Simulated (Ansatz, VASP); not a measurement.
Two plane-wave programs on Ga

INCAR

```
  ALGO = Normal
  EDIFF = 1E-7
  ENCUT = 520
  GGA = PS
  ISIF = 2
  ISMEAR = -1
  LASPH = True
  LCHARG = False
  LREAL = False
  LWAVE = False
  NBANDS = 20
  NELM = 100
  PREC = Accurate
  SIGMA = 0.05
```

The input KPOINTS:

```
k-points
0
Gamma
  10 8 7
```

POSCAR

```
Ga
1.0
    2.7597743949      0.0000000000      0.0000000000
    0.0000000000      3.2595839063      0.0000000000
   -1.3344145108      0.0000000000      3.9634920125
Ga
2
Direct
    0.1345962700      0.7500000000      0.7701668300
    0.8654037300      0.2500000000      0.2298331700
```

Contents of input.yaml:

```yaml
crystal:
  lattice:
    - [2.7597743949, 0.0, 0.0]
    - [0.0, 3.2595839063, 0.0]
    - [-1.3344145108, 0.0, 3.9634920125]
  atoms:
    - { symbol: Ga, position: [0.13459627, 0.75, 0.77016683] }
    - { symbol: Ga, position: [0.86540373, 0.25, 0.22983317] }
hamiltonian:
  xc: pbesol
  pseudopotentials: { kind: paw }
kpoints:
  mp_grid: { grid: [10, 8, 7] }
scf:
  occupations: { method: fermi_dirac, width: 0.05 }
output:
  forces: true
  stress: true
  eigenvalues: true
  write_density: true
  write_potential: true
  elf: true
  volumetric_format: npy
```

Change from the starting cell: volume scaled by 0.98.

Alike in both runs: task single point; functional PBEsol; k mesh 10 × 8 × 7; occupations fermi-dirac, width 0.05 eV; no spin polarisation.

```csv
,VASP,Ansatz
version,VASP 6.6.1,Ansatz 0.2.0
potentials or method,"VASP PAW PBE potentials, release 64 (Ga_d)",Ansatz PAW
plane-wave cutoff (eV),520,420
valence electrons in the cell,26,26
```

VASP gave:

* gap on the k mesh at the Fermi level (eV): none
* pressure (GPa): 0.6
* largest component of the traceless stress (GPa): 1.03
* rms of the force components (eV/Å): 0.046

**Question.** Which values does Ansatz return?

**Answer.** gap on the k mesh at the Fermi level (eV): none; pressure (GPa): 0.5; largest component of the traceless stress (GPa): 1.01; rms of the force components (eV/Å): 0.045.

Atom by atom the forces differ by 0.001 eV/Å (rms over components). A gap of «none» marks a metal or a gap that the smearing closes. With one functional, cell and mesh, what is left measures potentials, basis and numerics.

Caveats: the PAW data sets were made with another functional, which shifts forces and pressure a little (VASP); the PAW data sets come from PBE, with cores solved anew for the run's functional, which leaves a small shift of forces and pressure (Ansatz).
